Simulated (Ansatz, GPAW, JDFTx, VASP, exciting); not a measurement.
InP: programs and potentials compared

```
In P
1.0
     0.00000    2.93050    2.93050
     2.93050    0.00000    2.93050
     2.93050    2.93050    0.00000
In P
1 1
Direct
  0.00000 0.00000 0.00000
  0.75000 0.75000 0.75000
```

Alike in all runs: task single point; functional PBE; k mesh 8 × 8 × 8; occupations gaussian, width 0.011 eV; no spin polarisation; no spin-orbit coupling. Pressure is positive in compression and, in plane waves, holds the error of the finite cutoff, which Ansatz's Pulay term estimates and takes out.

```csv
program and potentials,plane-wave cutoff (eV),notes,band gap (eV),pressure (GPa)
"Ansatz, Ansatz PAW",420,Pulay term of +0.04 GPa included,0.72,3.34
"JDFTx, PseudoDojo-SR-PBE-0.5-standard with smoothed tails",952,-,0.71,3.41
"GPAW, GPAW PAW data sets (gpaw-data 1.2.1)",600,-,0.71,3.04
"VASP, PBE PAW files In_d, P, 520 eV",520,-,?,?
"exciting, all-electron LAPW+lo, shipped species files, valence relativity iora*",-,-,0.71,-
"Ansatz, all-electron LAPW, scalar-relativistic",-,-,0.71,3.34
```

Estimate from the other rows what the run with VASP, PBE PAW files In_d, P, 520 eV gave.

Band gap 0.71 eV; pressure 3.27 GPa. The other rows, which needn't bracket it: band gap 0.71 to 0.72; pressure 3.04 to 3.41.
